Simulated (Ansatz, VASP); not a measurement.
**One calculation of K, two programs**

INCAR

```
SYSTEM = K
PREC     = Accurate       ! precision mode
ENCUT    = 520            ! plane-wave cutoff, eV
EDIFF    = 1E-6           ! SCF threshold, eV
ISMEAR   = 0              ! smearing method
SIGMA    = 0.15           ! smearing width, eV
LREAL    = .False.        ! projectors in reciprocal space
LASPH    = .True.         ! aspherical terms in the spheres
NELM     = 100            ! most SCF steps
ALGO     = Fast           ! electronic algorithm
ISIF     = 2              ! what is computed and relaxed
LWAVE    = .False.        ! write WAVECAR
LCHARG   = .False.        ! write CHGCAR
GGA      = CA             ! functional
NBANDS   = 10             ! bands
```

The input KPOINTS:

```
Automatic mesh
0
Gamma
  14 14 14
  0 0 0
```

POSCAR

```
K
1.0
   -2.3324902609      2.3324902609      3.2981412289
    2.3324902609     -2.3324902609      3.2981412289
    2.3324902609      2.3324902609     -3.2981412289
K
1
Direct
    0.0000000000      0.0000000000      0.0000000000
```

Input for Ansatz:

```yaml
crystal:
  lattice:
    - [-2.3324902609, 2.3324902609, 3.2981412289]
    - [2.3324902609, -2.3324902609, 3.2981412289]
    - [2.3324902609, 2.3324902609, -3.2981412289]
  atoms:
    - { symbol: K, position: [0.0, 0.0, 0.0] }
basis:
  ecutwfc: 420
kpoints:
  mp_grid: { grid: [14, 14, 14] }
hamiltonian:
  xc: lda
scf:
  occupations: { method: gaussian, width: 0.15 }
output:
  forces: true
  stress: true
  eigenvalues: true
```

Alike in both runs: task single point; functional LDA; k mesh 14 × 14 × 14; occupations gaussian, width 0.15 eV; no spin polarisation.

```csv
,VASP,Ansatz
version,VASP 6.6.1,Ansatz 0.2.0
potentials or method,"VASP PAW LDA potentials, release 64 (K_sv)","scalar-relativistic, plane waves, PAW"
plane-wave cutoff (eV),520,420
valence electrons in the cell,9,9
```

|  | VASP | Ansatz | Ansatz less VASP |
| --- | --- | --- | --- |
| gap on the k mesh at the Fermi level (eV) | none | none | - |
| pressure (GPa) | -0.4 | -0.4 | +0.01 |

A gap of «none» marks a metal or a gap that the smearing closes.
